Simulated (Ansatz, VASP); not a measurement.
## MgO in VASP and in Ansatz

Contents of POSCAR:

```
MgO
1.0
    0.0000000000      2.1021674158      2.1021674158
    2.1021674158      0.0000000000      2.1021674158
    2.1021674158      2.1021674158      0.0000000000
Mg O
1 1
Direct
    0.0000000000      0.0000000000      0.0000000000
    0.5000000000      0.5000000000      0.5000000000
```

File INCAR.step1:

```
  PREC = Accurate
  ENCUT = 520
  ISMEAR = 0
  SIGMA = 0.01
  LREAL = False
  LASPH = True
  NELM = 60
  NBANDS = 11
  GGA = PE
  ALGO = Normal
  EDIFF = 1E-4
  LWAVE = True
  LCHARG = False
```

The input INCAR.step2:

```
  PREC = Accurate
  ENCUT = 520
  EDIFF = 1E-6
  ISMEAR = 0
  SIGMA = 0.01
  LREAL = False
  LASPH = True
  NELM = 60
  ALGO = Normal
  ISIF = 2
  LWAVE = False
  LCHARG = False
  METAGGA = R2SCAN
  LMIXTAU = True
  NBANDS = 11
  ISTART = 1
```

The input KPOINTS:

```
regular mesh
0
Gamma
  10 10 10
```

Input for Ansatz:

```yaml
crystal:
  lattice:
    - [0.0, 2.1021674158, 2.1021674158]
    - [2.1021674158, 0.0, 2.1021674158]
    - [2.1021674158, 2.1021674158, 0.0]
  atoms:
    - { symbol: Mg, position: [0.0, 0.0, 0.0] }
    - { symbol: O, position: [0.5, 0.5, 0.5] }
kpoints:
  mp_grid: { grid: [10, 10, 10] }
  band_path:
    path:
      - [0.0, 0.0, 0.0]
      - [0.5, 0.0, 0.5]
      - [0.625, 0.25, 0.625]
      - [0.375, 0.375, 0.75]
      - [0.5, 0.5, 0.5]
      - [0.5, 0.25, 0.75]
    npoints: 1
hamiltonian:
  xc: r2scan
scf:
  occupations: { method: fixed }
  n_extra_bands: 4
output:
  forces: true
  stress: true
  eigenvalues: true
```

The cell was built by a generator and needn't be a form met in nature.

Alike in both runs: task single point; functional r2SCAN; k mesh 10 × 10 × 10; no spin polarisation.

|  | VASP | Ansatz |
| --- | --- | --- |
| version | VASP 6.6.1 | Ansatz 0.2.0 |
| potentials or method | VASP PAW PBE potentials, release 64 (Mg, O) | plane waves, PAW |
| plane-wave cutoff (eV) | 520 | 500 |
| occupations | gaussian, width 0.01 eV | fixed |
| valence electrons in the cell | 8 | 16 |

```tsv
	VASP	Ansatz	Ansatz less VASP
gap on the k mesh at the Fermi level (eV)	5.66	5.68	+0.025
pressure (GPa)	-1.1	0.0	+1.15
```

The two sets of potentials don't hold the same shells in valence.

Caveats: the PAW data sets were made with another functional, which shifts forces and pressure a little (VASP). r2SCAN opens gaps a little over a GGA but as a rule still falls short of measured ones.
